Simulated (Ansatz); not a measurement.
Rocksalt BaTe, relaxed with r2SCAN in Ansatz: the symmetry is Fm-3m (No. 225, cubic); conventional cell a = 7.065 Å, 44.08 Å³ an atom. Around Ba lie 6 Te at 3.53 Å; around Te lie 6 Ba at 3.53 Å. The cell was then strained (x, y and z are the cube axes), with the atoms relaxed again; stress is positive in compression. Calculated for a static, non-magnetic cell.

- Uniaxial -1.0 % along x, other directions held: r2SCAN's stress changes by +0.77 GPa along the strain and +0.10 GPa across it.
- Isotropic -1.0 % on every length: the pressure changes by +0.98 GPa, and the HSE06 gap (Γ → X) goes from 2.347 to 2.284 eV.
- Epitaxial strain of -2.0 % in the (001) plane: the free normal strain is +0.50 % and the in-plane stress changes by +1.83 GPa.
- Uniaxial strain of +1.5 % along [111], atoms relaxed: the xy stress changes by -0.125 GPa.

Q: Estimate C₁₁, C₁₂ and the bulk modulus from the uniaxial step.

A: With compression positive, C₁₁ ≈ −Δσ∥/ε = (-0.77)/(-0.0100) = 77 GPa and C₁₂ ≈ (-0.10)/(-0.0100) = 10 GPa; B = (C₁₁ + 2C₁₂)/3 = 32 GPa. A one-sided step carries third-order terms: it reads high by some per cent.

Q: What bulk modulus does the isotropic step give?

A: Δ ln V = 3 ln(0.9900) = -0.0302, so B ≈ −ΔP/Δ ln V = 33 GPa, against 32 GPa from C₁₁ and C₁₂; one-sided steps of finite size carry third-order terms.

Q: Give the volume deformation potential of that gap and its pressure coefficient.

A: a_V = ΔE_g/Δ ln V = (-0.063)/(-0.0302) = +2.09 eV; dE_g/dP = −a_V/B = -64 meV/GPa, with HSE06's gap and r2SCAN's modulus.

Q: What do the film's normal strain and stress say about the elastic constants?

A: ε⊥/ε∥ = (+0.0050)/(-0.0200) = -0.25, which linear elasticity sets to −2C₁₂/C₁₁ = -0.26 from the uniaxial step. The biaxial modulus is M = −Δσ/ε∥ = 92 GPa (C₁₁ + C₁₂ − 2C₁₂²/C₁₁ = 84 GPa).

Q: How much elastic energy does the film store, with 44.08 Å³ an atom?

A: u = M ε∥² = −Δσ ε∥ = -1.83 × (-0.0200) = 0.0366 GPa, and 1 GPa Å³ is 6.2415 meV: 10.07 meV an atom. The total energies of the two runs differ by 9.31 meV an atom.

Q: Estimate C₄₄.

A: A strain ε along [111] has ε_xy = ε/3 = +0.00500, an engineering shear of 2ε/3, so C₄₄ ≈ −Δσ_xy/(2ε/3) = 12 GPa, atoms relaxed.

Spin-orbit coupling is left out, which matters wherever the heavy atoms make up the band edges.

Where an edge lies off the special points, it is a point of the mesh or the k point where a search put PBE's edge or least direct gap, reused for the other functionals, whose own edges may lie a little apart.

The meshes of the hybrids are coarse, so their gaps aren't converged to the digits shown.
